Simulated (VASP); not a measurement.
A run of VASP 6.6.1 is set up as follows.

File INCAR:

```
SYSTEM = H6C2O
ALGO     = Normal         ! electronic algorithm
EDIFF    = 1E-6           ! SCF threshold, eV
ENCUT    = 520            ! plane-wave cutoff, eV
GGA      = PE             ! functional
ISIF     = 2              ! what is computed and relaxed
ISMEAR   = -1             ! smearing method
IVDW     = 12             ! dispersion correction
LASPH    = .TRUE.         ! aspherical terms in the spheres
LCHARG   = .FALSE.        ! write CHGCAR
LREAL    = Auto         
LWAVE    = .FALSE.        ! write WAVECAR
NBANDS   = 64             ! bands
NELM     = 60             ! most SCF steps
PREC     = Accurate       ! precision mode
SIGMA    = 0.02           ! smearing width, eV
```

KPOINTS

```
k-points
0
G
  1 1 1
  0 0 0
```

File POSCAR:

```
H6C2O
1.0
    7.2936330000      0.0000000000      0.0000000000
    0.0000000000      7.2936330000      0.0000000000
    0.0000000000      0.0000000000      7.2936330000
C O H
8 4 24
Direct
    0.2894305211      0.2797919775      0.7332833994
    0.3570922749      0.4476095795      0.8318625300
    0.9533246326      0.9242307640      1.0074403250
    0.8482466831      0.8806585141      0.8286405417
    0.8614499797      0.5124743732      0.4198045062
    0.8631638033      0.3441083477      0.3031822413
    0.2462284571      0.8488362384      0.3853086658
    0.3905872423      0.9102185427      0.2560452384
    0.2461599041      0.6069540379      0.8005475461
    0.6528022455      0.9075723991      0.8238555463
    0.6859270270      0.2669999985      0.2408676170
    0.4056003366      0.7681220045      0.1246292486
    0.2487512053      0.6773441987      0.9126864486
    0.3596561549      0.4235063651      0.9806909670
    0.4969814083      0.4741395680      0.8028235037
    0.3620829290      0.1478412747      0.7543154420
    0.1332669192      0.2732657374      0.7541920467
    0.3128756273      0.3011256530      0.5795328611
    0.6323734688      1.0306523512      0.8571996973
    0.9161689380      0.9460991525      0.7062049873
    0.8680859045      0.7349560912      0.8036461390
    1.0749786835      0.8343304359      1.0096614403
    0.9893012166      1.0647368739      1.0337783653
    0.8985097002      0.8681544575      1.1362650136
    0.7360118065      0.1657061714      0.1624567619
    0.9612767739      0.3887637341      0.1916054729
    0.9450845690      0.2222486380      0.3553510301
    0.9975138590      0.5571434702      0.4114958896
    0.7703705410      0.6150432850      0.3587649666
    0.8022887908      0.4877953141      0.5576507620
    0.4870412317      0.8115845697      0.0241169250
    0.3428743947      1.0338194971      0.1822137198
    0.5203442509      0.9392849901      0.3178799920
    0.1918248423      0.9601936374      0.4629380173
    0.1233404532      0.8059769391      0.2964229212
    0.2854681611      0.7574825879      0.4936497353
```

Potentials or basis: VASP PAW PBE potentials, release 64 (C, O, H).

The run is started by

```console
$ cat potpaw_PBE.64/C/POTCAR potpaw_PBE.64/O/POTCAR potpaw_PBE.64/H/POTCAR > POTCAR
$ mpirun -np 1 vasp_gam > vasp.out
```

Question: What does it give for the dispersion energy per atom?

Answer: -0.036 eV.

Question: Predict the band gap on the k mesh.

Answer: 4.51 eV, direct.

Stress tensor (GPa, compression positive):
```
-0.30  0.22 -0.23
 0.22  1.22  0.75
-0.23  0.75 -0.15
```

Expect the measured gap to be larger: semilocal functionals such as PBE lack the derivative discontinuity.
